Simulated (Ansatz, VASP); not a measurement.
Cr: VASP beside Ansatz

Contents of INCAR:

```
  PREC = Accurate
  ENCUT = 520
  EDIFF = 1E-6
  ISMEAR = -1
  SIGMA = 0.1
  LREAL = F
  LASPH = T
  NELM = 100
  ALGO = Normal
  ISIF = 2
  LWAVE = F
  LCHARG = T
  GGA = RP
  LELF = T
  LVHAR = T
  NBANDS = 25
```

Contents of KPOINTS:

```
Automatic mesh
0
Gamma
  10 10 15
```

Contents of POSCAR:

```
Cr
1.0
    4.3728402346      0.0000000000      0.0000000000
   -2.1864201173      3.7869907299      0.0000000000
    0.0000000000      0.0000000000      2.3693848532
Cr
3
Direct
    1.0000000000      0.0000000000      0.0000000000
    0.3333333333      0.6666666667      0.5000000000
    0.6666666667      0.3333333333      0.5000000000
```

Input for Ansatz:

```yaml
crystal:
  lattice:
    - [4.3728402346, 0.0, 0.0]
    - [-2.1864201173, 3.7869907299, 0.0]
    - [0.0, 0.0, 2.3693848532]
  atoms:
    - { symbol: Cr, position: [1.0, 0.0, 0.0] }
    - { symbol: Cr, position: [0.3333333333, 0.6666666667, 0.5] }
    - { symbol: Cr, position: [0.6666666667, 0.3333333333, 0.5] }
hamiltonian:
  xc: rpbe
  pseudopotentials:
    kind: paw
    azcp:
      Cr: "pseudopotentials/Cr.paw.azcp"
basis:
  ecutwfc: 420
  fft_grid_basis: typed
kpoints:
  mp_grid: { grid: [10, 10, 15], shift: [0, 0, 0] }
magnetization:
  spin_polarized: false
scf:
  occupations: { method: fermi_dirac, width: 0.1 }
  lower_state_search: "off"
output:
  stress: true
```

Alike in both runs: task single point; functional RPBE; k mesh 10 × 10 × 15; occupations fermi-dirac, width 0.1 eV; no spin polarisation.

|  | VASP | Ansatz |
| --- | --- | --- |
| version | VASP 6.6.1 | Ansatz 0.2.0 |
| potentials or method | VASP PAW PBE potentials, release 64 (Cr_pv) | plane waves (420 eV) with PAW, scalar-relativistic |
| plane-wave cutoff (eV) | 520 | 420 |
| valence electrons in the cell | 36 | 42 |

|  | VASP | Ansatz | Ansatz less VASP |
| --- | --- | --- | --- |
| pressure (GPa) | -14.7 | -14.4 | +0.26 |
| largest component of the traceless stress (GPa) | 0.40 | 0.29 | -0.106 |

The functional is the same, so the differences come from potentials, cutoffs and numerics. The two sets of potentials don't hold the same shells in valence.

Caveats: the PAW data sets were made with another functional, which shifts forces and pressure a little (VASP); the run has no spin polarisation, though such a crystal can be magnetic. Spin polarisation is off, so any magnetic state and its effect on volume and gap are missing.
